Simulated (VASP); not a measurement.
# Ba (Im-3m) in VASP: notebook

The runs below take Ba through relaxation of cell and atoms, with PBE.

Program: VASP 6.6.1. These are calculated values, not measurements. Logs are shortened: lines on timing, memory, paths and dates and some standing lists are left out, and cuts for length are marked.

### 1 The structure

Symmetry: Im-3m, No. 229, cubic system. The conventional cell has a = 5.013 Å, b = 5.013 Å, c = 5.013 Å, α = 90.00°, β = 90.00°, γ = 90.00°. Around Ba (site symmetry m-3m) lie 8 Ba at 4.34 Å.

### 2 Relaxation of cell and atoms, PBE

Input file INCAR:

```
SYSTEM = Ba
PREC     = Accurate       ! precision mode
ENCUT    = 520            ! plane-wave cutoff, eV
EDIFF    = 1E-6           ! SCF threshold, eV
ISMEAR   = 0              ! smearing method
SIGMA    = 0.1            ! smearing width, eV
LREAL    = .False.        ! projectors in reciprocal space
LASPH    = .True.         ! aspherical terms in the spheres
NELM     = 120            ! most SCF steps
ALGO     = Normal         ! electronic algorithm
ISIF     = 3              ! what is computed and relaxed
LWAVE    = .False.        ! write WAVECAR
LCHARG   = .False.        ! write CHGCAR
GGA      = PE             ! functional
IBRION   = 2              ! ionic algorithm
NSW      = 90             ! ionic steps
EDIFFG   = -0.01          ! ionic threshold
```

Input file KPOINTS:

```
Automatic mesh
0
Gamma
  12 12 12
  0 0 0
```

Input file POSCAR:

```
Ba
1.0
   -2.5065000000      2.5065000000      2.5065000000
    2.5065000000     -2.5065000000      2.5065000000
    2.5065000000      2.5065000000     -2.5065000000
Ba
1
Direct
    0.0000000000      0.0000000000      0.0000000000
```

Potentials or basis: VASP PAW PBE potentials, release 64 (Ba_sv).

Command:

```
$ cat potpaw_PBE.64/Ba_sv/POTCAR > POTCAR
$ mpirun -np 1 vasp_std > vasp.out
```

OUTCAR:

```text
SYSTEM = Ba
   PREC = Accurate
   ENCUT = 520
   EDIFF = 1E-6
   ISMEAR = 0
   LREAL = .False.
   LASPH = .True.
   NELM = 120
   ISIF = 3
   GGA = PE
   IBRION = 2
   NSW = 90
   EDIFFG = -0.01

 ion  position               nearest neighbor table
   1  0.000  0.000  0.000-

  LATTYP: Found a body centered cubic cell.
 ALAT       =     5.0130000000

  Lattice vectors:

 A1 = (  -2.5065000000,   2.5065000000,   2.5065000000)
 A2 = (   2.5065000000,  -2.5065000000,   2.5065000000)
 A3 = (   2.5065000000,   2.5065000000,  -2.5065000000)

Analysis of symmetry for initial positions (statically):
=====================================================================
 Subroutine PRICEL returns:
 Original cell was already a primitive cell.

 Routine SETGRP: Setting up the symmetry group for a
 body centered cubic supercell.

 Subroutine GETGRP returns: Found 48 space group operations
 (whereof 48 operations were pure point group operations)
 out of a pool of 48 trial point group operations.

The static configuration has the point symmetry O_h .

Analysis of symmetry for dynamics (positions and initial velocities):
=====================================================================
 Subroutine PRICEL returns:
 Original cell was already a primitive cell.

 Routine SETGRP: Setting up the symmetry group for a
 body centered cubic supercell.

 Subroutine GETGRP returns: Found 48 space group operations
 (whereof 48 operations were pure point group operations)
 out of a pool of 48 trial point group operations.

The dynamic configuration has the point symmetry O_h .

 Subroutine INISYM returns: Found 48 space group operations
 (whereof 48 operations are pure point group operations),
 and found     1 'primitive' translations

----------------------------------------------------------------------------------------

                                     Primitive cell

  volume of cell :      62.9888

  direct lattice vectors                    reciprocal lattice vectors
    -2.506500000  2.506500000  2.506500000     0.000000000  0.199481348  0.199481348
     2.506500000 -2.506500000  2.506500000     0.199481348  0.000000000  0.199481348
     2.506500000  2.506500000 -2.506500000     0.199481348  0.199481348  0.000000000

  length of vectors
     4.341385349  4.341385349  4.341385349     0.282109228  0.282109228  0.282109228

  position of ions in fractional coordinates (direct lattice)
     0.000000000  0.000000000  0.000000000

  ion indices of the primitive-cell ions
   primitive index   ion index
                 1           1

----------------------------------------------------------------------------------------

 KPOINTS: Automatic mesh

Automatic generation of k-mesh.
 Grid dimensions read from file:
 generate k-points for:   12   12   12

 Generating k-lattice:

  Cartesian coordinates                     Fractional coordinates (reciprocal lattice)
     0.000000000  0.016623446  0.016623446     0.083333333  0.000000000  0.000000000
     0.016623446  0.000000000  0.016623446     0.000000000  0.083333333  0.000000000
     0.016623446  0.016623446  0.000000000     0.000000000  0.000000000  0.083333333

  Length of vectors
     0.023509102  0.023509102  0.023509102

  Shift w.r.t. Gamma in fractional coordinates (k-lattice)
     0.000000000  0.000000000  0.000000000

 Subroutine IBZKPT returns following result:
 ===========================================

 Found     72 irreducible k-points:

 Following reciprocal coordinates:
            Coordinates               Weight
  0.000000  0.000000  0.000000      1.000000
  0.083333  0.000000  0.000000     12.000000
  0.166667  0.000000  0.000000     12.000000
  0.250000  0.000000  0.000000     12.000000
  0.333333  0.000000  0.000000     12.000000
  0.416667  0.000000  0.000000     12.000000
[... 16 lines left out ...]
  0.333333  0.083333  0.083333     24.000000
  0.416667  0.083333  0.083333     12.000000
 [... further k-points ...]
   k-points           NKPTS =     72   k-points in BZ     NKDIM =     72   number of bands    NBANDS=      9
   number of dos      NEDOS =    301   number of ions     NIONS =      1
   total plane-waves  NPLWV =  32768
   dimension x,y,z NGX =    32 NGY =   32 NGZ =   32
   dimension x,y,z NGXF=    64 NGYF=   64 NGZF=   64
   ions per type =               1
   NGX,Y,Z   is equivalent  to a cutoff of  12.25, 12.25, 12.25 a.u.
   NGXF,Y,Z  is equivalent  to a cutoff of  24.51, 24.51, 24.51 a.u.
 SYSTEM =  Ba
   PREC   = accura    normal or accurate (medium, high low for compatibility)
   ISTART =      0    job   : 0-new  1-cont  2-samecut
   ICHARG =      2    charge: 1-file 2-atom 10-const
   ISPIN  =      1    spin polarized calculation?
   LNONCOLLINEAR =      F non collinear calculations
   LSORBIT =      F    spin-orbit coupling
   LASPH  =      T    aspherical Exc in radial PAW
   ENCUT  =  520.0 eV  38.22 Ry    6.18 a.u.   8.07  8.07  8.07*2*pi/ulx,y,z
   NELM   =    120;   NELMIN=  2; NELMDL= -5     # of ELM steps
   EDIFF  = 0.1E-05   stopping-criterion for ELM
   LREAL  =      F    real-space projection
   EDIFFG = -.1E-01   stopping-criterion for IOM
   NSW    =     90    number of steps for IOM
   IBRION =      2    ionic relax: 0-MD 1-quasi-New 2-CG
   NFREE  =      1    steps in history (QN), initial steepest desc. (CG)
   ISIF   =      3    stress and relaxation
   ISYM   =      2    0-nonsym 1-usesym 2-fastsym
   POTIM  = 0.5000    time-step for ionic-motion
   TEBEG  =    0.0;   TEEND  =   0.0 temperature during run
   PSTRESS=    0.0 pullay stress
   NELECT =      10.0000    total number of electrons
   NUPDOWN=      -1.0000    fix difference up-down
   EMIN   =  10.00;   EMAX   =-10.00  energy-range for DOS
   EFERMI =   0.00;   METHOD = LEGACY
   ISMEAR =     0;   SIGMA  =   0.10  broadening in eV -4-tet -1-fermi 0-gaus
   EFERMI_NEDOS =   21; number of points for ismear=-14 and -15
   IALGO  =     38    algorithm
   IMIX   =      4    mixing-type and parameters
     AMIX     =   0.40;   BMIX     =  1.00
     AMIX_MAG =   1.60;   BMIX_MAG =  1.00
  volume/ion in A,a.u.               =      62.99       425.07
  Fermi-wavevector in a.u.,A,eV,Ry     =   0.886449  1.675146 10.691349  0.785792
  Thomas-Fermi vector in A             =   2.007617
   LORBIT       =      0    0 simple, 1 ext, 2 COOP (PROOUT), +10 PAW based schemes
   GGA     = PE    functional components
   LHFCALC =     F    Hartree Fock is set to
   AEXX    =    0.0000 exact exchange contribution
   IVDW    =     0    specifies the selected vdW correction
   LEPSILON=     F    determine dielectric tensor
   LRPA    =     F    only Hartree local field effects (RPA)
 conjugate gradient relaxation of ions
 non-spin polarized calculation
 Gauss-broadening in eV      SIGMA  =   0.10
  energy-cutoff  :      520.00
  volume of cell :       62.99
 maximum number of plane-waves:      1724
   NGX = 17   NGY = 17   NGZ = 17

--------------------------------------- Ionic step        1  -------------------------------------------

 number of electron      10.0000000 magnetization

 number of electron       9.9999999 magnetization

 Free energy of the ion-electron system (eV)
  ---------------------------------------------------
  ext. energy  EPLUGINS =         0.00000000
  ---------------------------------------------------
  free energy    TOTEN  =        -1.91075340 eV

  energy without entropy =       -1.90445768  energy(sigma->0) =       -1.90760554

------------------------ aborting loop because EDIFF is reached ----------------------------------------

  FORCE on cell =-STRESS in cart. coord.  units (eV):
  Direction    XX          YY          ZZ          XY          YZ          ZX
  --------------------------------------------------------------------------------------
  -------------------------------------------------------------------------------------
  Total        0.0349014      0.0349014      0.0349014      0.0000000     -0.0000000     -0.0000000
  in kB        0.8877495      0.8877495      0.8877495      0.0000000     -0.0000000     -0.0000000
  external PRESSURE =       0.8877495 kB  Pullay stress =       0.0000000 kB
[... 55 lines left out ...]
  energy  without entropy=       -1.9046147374  energy(sigma->0) =       -1.90775109

--------------------------------------- Ionic step        3  -------------------------------------------

 number of electron      10.0000001 magnetization

 Free energy of the ion-electron system (eV)
  ---------------------------------------------------
  ext. energy  EPLUGINS =         0.00000000
  ---------------------------------------------------
  free energy    TOTEN  =        -1.91093085 eV

  energy without entropy =       -1.90469087  energy(sigma->0) =       -1.90781086

 E-fermi :   1.6049     XC(G=0):  -7.3724

 val. band max:        1.5911256201   @ k =  -0.4167   0.5000   0.2500
 cond. band min:       1.6377617991   @ k =  -0.4167  -0.4167   0.1667
 fundamental gap:      0.0466361790
 Fermi energy:         1.6048813311

 k-point     1 :       0.0000    0.0000    0.0000
  band No.  band energies     occupation
      1     -27.2970      2.00000
      2     -12.2528      2.00000
      3     -12.2528      2.00000
      4     -12.2528      2.00000
      5      -1.1363      2.00000
      6       3.4254      0.00000
      7       3.4254      0.00000
      8       3.4254      0.00000
      9       4.8112      0.00000
[... 265 lines left out ...]
 k-point    24 :       0.4167    0.0833    0.0833
  band No.  band energies     occupation
      1     -27.2552      2.00000
      2     -12.6660      2.00000
      3     -12.4155      2.00000
      4     -12.2849      2.00000
      5       0.9932      2.00000
      6       2.2117      0.00000
      7       2.6626      0.00000
      8       4.9019      0.00000
      9       5.3740      0.00000

 [... further k-points ...]

------------------------ aborting loop because EDIFF is reached ----------------------------------------

  FORCE on cell =-STRESS in cart. coord.  units (eV):
  Direction    XX          YY          ZZ          XY          YZ          ZX
  --------------------------------------------------------------------------------------
  -------------------------------------------------------------------------------------
  Total       -0.0027044     -0.0027044     -0.0027044      0.0000000      0.0000000      0.0000000
  in kB       -0.0679881     -0.0679881     -0.0679881      0.0000000      0.0000000      0.0000000
  external PRESSURE =      -0.0679881 kB  Pullay stress =       0.0000000 kB
[... 16 lines left out ...]
  FREE ENERGIE OF THE ION-ELECTRON SYSTEM (eV)
  ---------------------------------------------------
  free  energy   TOTEN  =        -1.9109308473 eV

  energy  without entropy=       -1.9046908733  energy(sigma->0) =       -1.90781086

 reached required accuracy - stopping structural energy minimisation
```

Wall time 38 s (1 thread of Intel Xeon Platinum 8488C (Sapphire Rapids), shared host); peak memory 0.2 GiB.

Results:

```yaml
Free_energy: -1.9109 eV
Relaxed_volume: 63.73 Å³/atom
Relaxed_cell: a = 4.358 Å, b = 4.358 Å, c = 4.358 Å, α = 109.47°, β = 109.47°, γ = 109.47°
Space_group_after_relaxing_to_0.05_Å: Im-3m (No. 229)
Energy_gained_by_relaxing: 0.2 meV/atom
Ionic_steps: 3
Pressure_after_relaxing: 0.0 GPa
Band_gap_on_the_k_mesh: none (metal or under the smearing width)
```

Step by step:
```csv
step,energy change (eV),largest force (eV/Å),pressure (GPa),volume (Å³)
1,0.0000,0.0000,0.09,62.99
2,-0.0001,0.0000,0.05,63.31
3,-0.0002,0.0000,-0.01,63.73
```

Final structure:
```
CELL_PARAMETERS angstrom
-2.51631 2.51631 2.51631
2.51631 -2.51631 2.51631
2.51631 2.51631 -2.51631
ATOMIC_POSITIONS crystal
Ba 0.00000 0.00000 0.00000
```

[end of part 1 of 2]
